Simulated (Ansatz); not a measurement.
**MoS₂: eigenvalues along the path**

```yaml
crystal:
  lattice:
    - [3.16100, 0.04742, 0.04742]
    - [-1.53944, 2.71380, 0.01736]
    - [0.18443, 0.18443, 12.29500]
  atoms:
    - { symbol: Mo, position: [0.33333, 0.66667, 0.25000] }
    - { symbol: Mo, position: [0.66667, 0.33333, 0.75000] }
    - { symbol: S, position: [0.33333, 0.66667, 0.62750] }
    - { symbol: S, position: [0.66667, 0.33333, 0.12750] }
    - { symbol: S, position: [0.33333, 0.66667, 0.87250] }
    - { symbol: S, position: [0.66667, 0.33333, 0.37250] }
```

Atoms are numbered in the order listed.

The geometry is COD entry 9007660, unchecked; take it as a test cell. The listed cell was then made from it by scaling, straining or moving an atom.

Method: DFT, LDA, all-electron LAPW, scalar-relativistic in Ansatz 0.2.0.

Settings: a Γ-centred 10×10×3 k mesh, Fermi–Dirac smearing of 0.03 eV, basis error target 1 meV/atom, no spin polarisation.

Path points, in fractions of the reciprocal vectors: Γ (0.000, 0.000, 0.000), X (0.000, -0.500, 0.000), Y (0.000, 0.000, 0.500), Z (-0.500, 0.000, 0.000), R2 (-0.500, 0.500, -0.500), T2 (-0.500, 0.000, -0.500), U2 (-0.500, 0.500, 0.000). Levels in eV from the valence-band top; bands 41 to 68, counted from the lowest band of the run. The gap is 0.78 eV.

```
# k(1/Å) point b41 b42 b43 b44 b45 b46 b47 b48 b49 b50 b51 b52 b53 b54 b55 b56 b57 b58 b59 b60 b61 b62 b63 b64 b65 b66 b67 b68
0.000 Γ -15.29 -15.08 -13.83 -13.45 -7.22 -6.29 -4.06 -4.00 -3.66 -3.65 -3.48 -2.68 -2.64 -2.56 -2.53 -1.29 -1.18 0.00 1.77 1.80 2.02 2.08 2.26 2.38 2.47 2.60 5.21 5.28
0.230 - -15.13 -14.92 -13.77 -13.40 -7.05 -6.13 -4.23 -4.17 -3.91 -3.63 -3.59 -3.10 -2.86 -2.82 -2.33 -1.26 -1.06 -0.32 1.72 1.76 1.93 2.01 2.21 2.29 2.33 2.40 5.90 5.96
0.459 - -14.70 -14.50 -13.59 -13.28 -6.67 -5.85 -4.77 -4.69 -4.56 -3.97 -3.41 -3.36 -3.18 -3.15 -2.28 -1.49 -1.26 -1.13 1.26 1.62 1.68 1.95 2.03 2.29 2.77 2.91 7.08 7.33
0.689 - -14.09 -13.92 -13.35 -13.11 -6.54 -6.10 -5.25 -5.12 -4.82 -4.65 -3.88 -3.82 -2.68 -2.63 -2.50 -1.97 -1.90 -1.64 1.20 1.37 1.52 2.02 2.23 2.93 3.23 3.49 6.90 7.23
0.919 - -13.52 -13.39 -13.12 -12.98 -6.84 -6.56 -5.73 -5.47 -5.29 -4.72 -4.22 -4.14 -2.74 -2.41 -2.16 -2.08 -1.88 -1.60 1.28 1.37 1.61 2.06 2.64 3.45 3.48 3.85 5.57 6.23
1.148 X -13.26 -13.17 -13.01 -12.94 -7.02 -6.75 -5.91 -5.72 -5.43 -4.86 -4.34 -4.25 -2.75 -2.56 -2.02 -1.88 -1.60 -1.43 1.31 1.35 1.89 2.09 2.77 3.55 3.59 3.96 4.97 5.39
1.382 - -13.51 -13.40 -13.11 -12.99 -6.84 -6.57 -5.72 -5.51 -5.25 -4.73 -4.22 -4.14 -2.73 -2.43 -2.17 -2.08 -1.86 -1.60 1.28 1.37 1.62 2.03 2.67 3.42 3.48 3.85 5.58 6.25
1.616 - -14.07 -13.95 -13.31 -13.14 -6.51 -6.15 -5.24 -5.14 -4.79 -4.65 -3.88 -3.83 -2.67 -2.62 -2.45 -2.09 -1.86 -1.64 1.26 1.38 1.51 1.86 2.38 2.88 3.24 3.49 6.86 6.98
1.850 - -14.66 -14.56 -13.50 -13.35 -6.53 -6.08 -4.78 -4.74 -4.31 -4.03 -3.41 -3.36 -3.18 -3.15 -2.11 -1.84 -1.19 -1.08 1.36 1.61 1.65 1.89 2.08 2.28 2.78 2.91 7.13 7.27
2.084 - -15.06 -15.01 -13.62 -13.53 -6.78 -6.52 -4.21 -4.17 -3.65 -3.64 -3.48 -3.22 -2.85 -2.83 -2.11 -2.02 -0.50 -0.48 1.73 1.75 1.93 2.05 2.23 2.26 2.34 2.39 5.92 5.94
2.318 Y -15.19 -15.19 -13.63 -13.63 -6.82 -6.81 -4.02 -4.01 -3.65 -3.65 -2.79 -2.68 -2.65 -2.56 -2.52 -2.48 -0.30 -0.28 1.76 1.80 2.03 2.07 2.31 2.32 2.54 2.54 5.25 5.25
2.369 - -15.23 -15.16 -13.69 -13.57 -6.95 -6.67 -4.02 -4.01 -3.65 -3.65 -2.94 -2.67 -2.65 -2.55 -2.54 -2.31 -0.43 -0.18 1.76 1.80 2.03 2.07 2.29 2.33 2.52 2.56 5.23 5.26
2.420 - -15.25 -15.13 -13.74 -13.52 -7.06 -6.53 -4.03 -4.00 -3.66 -3.65 -3.15 -2.67 -2.65 -2.55 -2.54 -2.05 -0.59 -0.10 1.76 1.80 2.03 2.07 2.28 2.35 2.50 2.57 5.22 5.27
2.471 - -15.27 -15.10 -13.79 -13.48 -7.15 -6.40 -4.04 -4.00 -3.66 -3.65 -3.32 -2.68 -2.64 -2.56 -2.54 -1.77 -0.78 -0.04 1.76 1.80 2.02 2.08 2.27 2.36 2.49 2.59 5.21 5.27
2.522 - -15.28 -15.08 -13.82 -13.45 -7.20 -6.32 -4.05 -4.00 -3.66 -3.65 -3.44 -2.68 -2.64 -2.56 -2.53 -1.50 -0.99 -0.01 1.76 1.80 2.02 2.08 2.26 2.37 2.48 2.60 5.21 5.28
2.573 Γ -15.29 -15.08 -13.83 -13.45 -7.22 -6.29 -4.06 -4.00 -3.66 -3.65 -3.48 -2.68 -2.64 -2.56 -2.53 -1.29 -1.18 0.00 1.77 1.80 2.02 2.08 2.26 2.38 2.47 2.60 5.21 5.28
2.800 - -15.14 -14.93 -13.77 -13.40 -7.06 -6.13 -4.32 -4.27 -3.91 -3.52 -3.50 -3.15 -2.78 -2.74 -2.37 -1.31 -1.05 -0.34 1.64 1.72 1.91 2.06 2.20 2.25 2.43 2.52 5.89 5.95
3.027 - -14.72 -14.52 -13.61 -13.29 -6.68 -5.86 -4.86 -4.78 -4.59 -4.01 -3.31 -3.28 -3.03 -3.00 -2.31 -1.58 -1.29 -1.14 1.19 1.75 1.81 1.91 2.01 2.25 2.87 2.99 7.11 7.35
3.253 - -14.13 -13.96 -13.38 -13.15 -6.55 -6.11 -5.27 -5.21 -4.84 -4.73 -3.74 -3.69 -2.59 -2.51 -2.44 -2.08 -1.95 -1.63 1.16 1.48 1.64 1.98 2.23 2.94 3.31 3.55 6.86 7.27
3.480 - -13.57 -13.45 -13.17 -13.03 -6.86 -6.58 -5.73 -5.47 -5.35 -4.76 -4.06 -4.00 -2.77 -2.46 -2.05 -1.96 -1.91 -1.62 1.35 1.44 1.56 2.00 2.67 3.49 3.56 3.91 5.51 6.10
3.707 Z -13.33 -13.24 -13.08 -13.00 -7.04 -6.78 -5.90 -5.70 -5.46 -4.88 -4.17 -4.11 -2.78 -2.65 -1.87 -1.73 -1.66 -1.48 1.34 1.39 1.83 2.01 2.80 3.64 3.65 4.02 4.93 5.28
3.944 - -13.33 -13.23 -13.06 -12.97 -6.84 -6.60 -5.94 -5.85 -5.34 -4.81 -4.26 -4.05 -2.72 -2.60 -2.53 -2.38 -1.55 -1.38 1.31 1.48 1.82 2.07 2.76 3.26 3.51 3.98 5.39 5.70
4.180 - -13.31 -13.21 -13.02 -12.91 -6.45 -6.26 -6.08 -6.00 -4.95 -4.69 -4.37 -3.93 -3.69 -3.46 -2.50 -2.35 -1.52 -1.47 1.19 1.50 1.86 2.01 2.35 2.82 3.68 4.22 6.31 6.59
4.417 - -13.27 -13.19 -12.97 -12.89 -6.42 -6.25 -6.10 -6.03 -4.81 -4.75 -4.22 -4.03 -3.80 -3.66 -2.50 -2.36 -1.50 -1.42 1.24 1.46 1.86 1.93 2.47 2.71 3.68 4.10 6.47 6.82
4.654 - -13.21 -13.17 -12.93 -12.89 -6.73 -6.64 -5.97 -5.94 -5.06 -5.01 -4.34 -4.22 -2.80 -2.74 -2.63 -2.47 -1.44 -1.33 1.38 1.42 1.92 1.97 2.99 3.09 3.40 3.60 5.68 5.97
4.891 R2 -13.17 -13.16 -12.92 -12.91 -6.87 -6.87 -5.89 -5.86 -5.06 -5.06 -4.45 -4.44 -2.64 -2.60 -2.10 -2.10 -1.48 -1.43 1.37 1.37 2.00 2.00 3.06 3.10 3.64 3.66 5.34 5.37
5.128 - -13.43 -13.39 -13.02 -12.97 -6.74 -6.66 -5.69 -5.61 -4.96 -4.81 -4.34 -4.30 -2.63 -2.52 -2.26 -2.25 -1.73 -1.64 1.30 1.33 1.75 1.90 2.89 3.15 3.53 3.62 5.80 6.03
5.366 - -14.03 -13.92 -13.27 -13.12 -6.46 -6.21 -5.19 -5.08 -4.70 -4.57 -4.01 -3.96 -2.77 -2.74 -2.44 -2.07 -1.78 -1.70 1.30 1.37 1.40 1.83 2.45 2.83 3.22 3.35 6.77 6.84
5.603 - -14.67 -14.50 -13.55 -13.29 -6.60 -5.95 -4.68 -4.61 -4.43 -3.96 -3.48 -3.44 -3.32 -3.30 -2.22 -1.52 -1.24 -1.10 1.39 1.53 1.59 1.88 2.14 2.28 2.71 2.81 7.07 7.29
5.841 - -15.12 -14.92 -13.75 -13.40 -7.03 -6.15 -4.07 -4.03 -3.96 -3.79 -3.67 -3.07 -2.93 -2.88 -2.29 -1.31 -1.00 -0.30 1.77 1.79 1.99 2.06 2.13 2.22 2.26 2.35 5.91 5.98
6.079 Γ -15.29 -15.08 -13.83 -13.45 -7.22 -6.29 -4.06 -4.00 -3.66 -3.65 -3.48 -2.68 -2.64 -2.56 -2.53 -1.29 -1.18 0.00 1.77 1.80 2.02 2.08 2.26 2.38 2.47 2.60 5.21 5.28
6.309 - -15.14 -14.93 -13.77 -13.41 -7.04 -6.16 -4.30 -4.27 -3.88 -3.52 -3.50 -3.17 -2.78 -2.74 -2.39 -1.24 -1.12 -0.33 1.64 1.72 1.92 2.06 2.20 2.25 2.43 2.53 5.89 5.94
6.539 - -14.71 -14.53 -13.59 -13.31 -6.63 -5.97 -4.86 -4.75 -4.51 -4.03 -3.30 -3.29 -3.02 -3.00 -2.33 -1.51 -1.40 -1.12 1.26 1.69 1.83 1.90 2.01 2.24 2.90 2.97 7.12 7.33
6.770 - -14.12 -13.98 -13.35 -13.17 -6.48 -6.22 -5.29 -5.19 -4.81 -4.70 -3.73 -3.70 -2.57 -2.50 -2.46 -2.17 -1.90 -1.64 1.30 1.52 1.59 1.76 2.43 2.83 3.39 3.48 6.75 6.96
7.000 - -13.55 -13.48 -13.14 -13.05 -6.77 -6.68 -5.74 -5.59 -5.08 -4.88 -4.04 -4.02 -2.75 -2.55 -2.01 -1.98 -1.87 -1.64 1.38 1.41 1.67 1.85 2.93 3.19 3.70 3.77 5.75 5.95
7.231 T2 -13.30 -13.27 -13.04 -13.02 -6.92 -6.91 -5.91 -5.81 -5.13 -5.06 -4.14 -4.14 -2.81 -2.64 -1.81 -1.79 -1.66 -1.48 1.37 1.37 1.92 1.94 3.05 3.22 3.81 3.84 5.20 5.33
7.465 - -13.31 -13.26 -13.04 -12.98 -6.77 -6.69 -5.96 -5.88 -5.17 -4.98 -4.17 -4.06 -2.71 -2.65 -2.50 -2.41 -1.52 -1.40 1.36 1.43 1.88 1.97 2.98 3.18 3.55 3.71 5.61 5.78
7.698 - -13.31 -13.22 -13.01 -12.92 -6.43 -6.29 -6.07 -6.01 -4.93 -4.76 -4.28 -3.96 -3.66 -3.48 -2.47 -2.40 -1.51 -1.47 1.23 1.47 1.86 1.97 2.44 2.75 3.75 4.12 6.42 6.58
7.932 - -13.27 -13.18 -12.98 -12.88 -6.45 -6.23 -6.11 -6.03 -4.83 -4.70 -4.29 -4.01 -3.84 -3.64 -2.53 -2.31 -1.51 -1.42 1.20 1.49 1.85 1.96 2.39 2.78 3.62 4.19 6.39 6.81
8.166 - -13.22 -13.14 -12.96 -12.88 -6.81 -6.55 -5.98 -5.91 -5.25 -4.81 -4.35 -4.28 -2.84 -2.70 -2.67 -2.38 -1.48 -1.32 1.35 1.45 1.81 2.12 2.76 3.08 3.48 3.85 5.45 5.93
8.400 U2 -13.20 -13.12 -12.96 -12.88 -7.00 -6.73 -5.92 -5.73 -5.40 -4.85 -4.49 -4.38 -2.72 -2.50 -2.17 -2.03 -1.53 -1.39 1.35 1.39 1.87 2.11 2.75 3.45 3.58 3.86 5.00 5.50
```
